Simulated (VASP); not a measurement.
Here is a VASP 6.6.1 calculation.

The input INCAR:

```
PREC = Accurate
ENCUT = 600
EDIFF = 1E-7
ISMEAR = 0
SIGMA = 0.03
LREAL = F
LASPH = T
NELM = 80
ALGO = Normal
ISIF = 3
LWAVE = F
LCHARG = F
IBRION = 2
NSW = 90
EDIFFG = -0.005
```

KPOINTS

```
regular mesh
0
Gamma
  8 8 8
```

The input POSCAR:

```
GaP                                     
1.0
   -0.0000000000      2.6966856200      2.6966856200
    2.6966856200      0.0000000000      2.6966856200
    2.6966856200      2.6966856200      0.0000000000
  Ga              P             
     1     1
Direct
     0.0000000000000000    0.0000000000000000    0.0000000000000000
     0.2500000000000000    0.2500000000000000    0.2500000000000000
```

Potentials or basis: VASP PAW LDA potentials, release 64 (Ga_d, P).

Launch:

```sh
$ cat potpaw_LDA.64/Ga_d/POTCAR potpaw_LDA.64/P/POTCAR > POTCAR
$ mpirun -np 1 vasp_std > vasp.out
```

Task: Predict the band gap on the k mesh.

Result: 1.43 eV, indirect (least direct gap 1.90 eV).

Final structure:
```
CELL_PARAMETERS angstrom
0.00000 2.69669 2.69669
2.69669 0.00000 2.69669
2.69669 2.69669 0.00000
ATOMIC_POSITIONS crystal
Ga 0.00000 0.00000 0.00000
P 0.25000 0.25000 0.25000
```

Caveat: the relaxation stopped at its first step, so nothing moved. A k mesh can miss the band edges.
